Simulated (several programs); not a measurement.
Many methods on one cell: InP (F-43m)

A 2-atom cell of InP started from a crystallographic database, relaxed with r2SCAN in Ansatz, was computed with several methods. It is cubic, F-43m (No. 216); conventional cell a = 5.908 Å, 25.77 Å³ an atom. In is surrounded by 4 P at 2.56 Å; P is surrounded by 4 In at 2.56 Å. Spin-unpolarised throughout; all numbers are computed.

```
In P
1.0
     0.00000    2.95381    2.95381
     2.95381    0.00000    2.95381
     2.95381    2.95381    0.00000
In P
1 1
Direct
  0.00000 0.00000 0.00000
  0.25000 0.25000 0.25000
```

Gaps and times are for a single point on this cell; volume and bulk modulus come from each method's own relaxation or energy curve at fixed shape. Times are rough, from shared hosts (Arm Neoverse V1; NVIDIA H100 80GB HBM3), and each method has its own mesh and cell size. A dagger marks a closed or tiny gap in a crystal that DFT finds insulating: a failure of the method or a wrong SCF state. PM6 (MOPAC), PM7 (MOPAC), GFN2-xTB (tblite) treat a cluster of cells at its zone centre, which samples few k points: where these miss a band edge, the gap comes out too large for that reason alone. Gaps from k meshes are read at a limited set of points (mesh, symmetry points, PBE's band edges), so each method's own least gap may be somewhat smaller. Force fields have no electrons; where one was fitted to this phase, its volume and modulus reflect the fit. xTB and the PM methods were fitted mostly to molecules, and can miss a solid's gap by electronvolts. Minimal bases can be far off for gaps. Times of the plane-wave ladder aren't listed, since it ran on unlike processors and cards. GLLB-SC's gap includes the derivative discontinuity. G0W0 is at finite bands, cutoff and mesh. d marks a direct gap, i an indirect one (no mark: not told apart), a dash a value that wasn't computed or didn't pass its checks.

```tsv
method	kind	gap (eV)	own volume (Å³/atom)	bulk modulus (GPa)	atoms computed	processor time
PBEsol	semilocal	–	25.39	–	2	–
InP.vashishta (LAMMPS)	force field	–	25.26	72	2	0.11 s
light PBE (260 eV and a coarse mesh)	light plane-wave	0.60 d	–	–	2	0.82 s
LDA	semilocal	0.35 d	24.73	–	2	–
PBE	semilocal	0.59 d	26.46	60	2	–
PBE/single zeta (GPAW)	small basis	0.67 d	–	–	2	4.2 s
PM7 (MOPAC)	semi-empirical	6.83	–	–	cluster	5.5 s
GFN2-xTB (tblite)	tight binding	0.00†	–	–	cluster	6.4 s
PBE/SZV (CP2K)	small basis	0.81 d	27.71	58	2	6.6 s
PM6 (MOPAC)	semi-empirical	8.57	–	–	cluster	6.7 s
r2SCAN	semilocal	1.03 d	25.77	68	2	–
GLLB-SC (GPAW)	model potential	1.36	–	–	2	8 s
PBE+SOC	semilocal	0.56 d	–	–	2	–
G0W0@r2SCAN (180 eV screening cutoff)	many-body	1.32	–	–	2	–
PBE/DZVP (CP2K)	small basis	0.54 d	26.66	59	2	23 s
G0W0@PBE (260 eV screening cutoff)	many-body	1.02	–	–	2	–
G0W0@HSE06 (180 eV screening cutoff)	many-body	1.49	–	–	2	–
G0W0@PBE0 (180 eV screening cutoff)	many-body	1.66	–	–	2	–
G0W0@LDA (140 eV screening cutoff)	many-body	0.97	–	–	2	–
PBE0	hybrid	1.96 d	–	–	2	–
HSE06	hybrid	1.36 d	25.77	–	2	–
DDH-PBE0	hybrid	1.05 d	–	–	2	–
Hartree-Fock	exact exchange	6.99 d	–	–	2	–
r2SCAN0	hybrid	2.21 d	–	–	2	–
HSE06+SOC	hybrid	1.36 d	–	–	2	–
```

Against HSE06 (1.36 eV) and with closed or daggered gaps left aside, the nearest gap at the points sampled is that of HSE06+SOC (0.00 eV) and the farthest that of PM6 (MOPAC) (+7.21 eV). HSE06 is only a yardstick of convenience, and nearness to it can be luck.

Volumes against r2SCAN's: PBEsol -1.5 %, InP.vashishta (LAMMPS) -2.0 %, LDA -4.0 %, PBE +2.7 %, PBE/SZV (CP2K) +7.5 %, PBE/DZVP (CP2K) +3.4 %, HSE06 0.0 %.

Runs without a result: GFN1-xTB (tblite) (single point).

Only the rows marked +SOC include spin-orbit coupling.
